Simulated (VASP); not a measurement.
## InAs: single point with PBE0

**The experiment to reproduce.**

From a printed reference work, data compilation, for a bulk crystal of InAs at 4.2 K: band gap 0.418 eV (direct).

Crystal: InAs.

```
In As
1.0
     0.00000    3.05459    3.05459
     3.05459    0.00000    3.05459
     3.05459    3.05459    0.00000
In As
1 1
Direct
  0.00000 0.00000 0.00000
  0.25000 0.25000 0.25000
```

```
Program             : VASP 6.6.1
Task                : single point
Functional          : PBE0
Potentials or basis : VASP PAW PBE potentials, release 64 (In_d, As)
Cutoff              : 520 eV
k mesh              : 6 × 6 × 6
Occupations         : gaussian, width 0.01 eV
Spin                : no spin polarisation
```

```yaml
Pressure: -0.5 GPa
Band_gap_on_the_k_mesh: 0.94 eV
```

Levels at points of the mesh, in eV from the valence-band top:
```
           k point  band 7  band 8  band 9  band 10  band 11  band 12
(0.00, 0.00, 0.00)    0.00    0.00    0.00     0.94     5.33     5.33
(0.50, 0.00, 0.00)   -6.20   -1.05   -1.05     2.20     6.12     6.12
(0.50, 0.50, 0.00)   -6.28   -2.47   -2.47     2.80     3.37    10.79
```

Wall time 87 min on 1 thread of Oxide Virtual Turin-like Processor, on a shared host, peak memory 0.19 GiB.

Measured gap of InAs: 0.418 eV (direct; 4.2 K; a printed reference work, data compilation). This calculation gives 0.94 eV (+0.52 eV). Spin-orbit coupling on As, In is left out. The value is that of PBE0, without temperature or zero-point motion.

Caveat: the PAW data sets were made with another functional, which shifts forces and pressure a little; spin-orbit coupling is left out, which moves the levels of the heavy elements.
